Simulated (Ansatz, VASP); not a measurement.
## Two plane-wave programs on Ge

Contents of INCAR:

```
SYSTEM = Ge
PREC = Accurate ; ENCUT = 520
EDIFF = 1E-6 ; ISMEAR = -1
SIGMA = 0.05 ; LREAL = .False.
LASPH = .True. ; NELM = 80
ALGO = Normal ; ISIF = 2
LWAVE = .False. ; LCHARG = .False.
GGA = PE ; NBANDS = 21
```

Contents of KPOINTS:

```
Automatic mesh
0
Gamma
  6 6 6
  0 0 0
```

File POSCAR:

```
Ge
1.0
    0.0000000000      2.8051365231      2.8051365231
    2.8051365231      0.0000000000      2.8051365231
    2.8051365231      2.8051365231      0.0000000000
Ge
2
Direct
    0.0000000000      0.0000000000      0.0000000000
    0.2500000000      0.2500000000      0.2500000000
```

Input for Ansatz:

```yaml
crystal:
  lattice:
    - [0.0, 2.805136523090235, 2.805136523090235]
    - [2.805136523090235, 0.0, 2.805136523090235]
    - [2.805136523090235, 2.805136523090235, 0.0]
  atoms:
    - { symbol: Ge, position: [0.0, 0.0, 0.0] }
    - { symbol: Ge, position: [0.25, 0.25, 0.25] }
basis:
  ecutwfc: 500.0
kpoints:
  mp_grid:
    grid: [6, 6, 6]
hamiltonian:
  xc: pbe
scf:
  occupations:
    method: fermi_dirac
    width: 0.05
output:
  stress: true
```

Alike in both runs: task single point; functional PBE; k mesh 6 × 6 × 6; occupations fermi-dirac, width 0.05 eV; no spin polarisation.

|  | VASP | Ansatz |
| --- | --- | --- |
| version | VASP 6.6.1 | Ansatz 0.2.0 |
| potentials or method | VASP PAW PBE potentials, release 64 (Ge_d) | plane waves, PAW |
| plane-wave cutoff (eV) | 520 | 500 |
| valence electrons in the cell | 28 | 28 |

|  | VASP | Ansatz | Ansatz less VASP |
| --- | --- | --- | --- |
| pressure (GPa) | 5.5 | 5.6 | +0.08 |
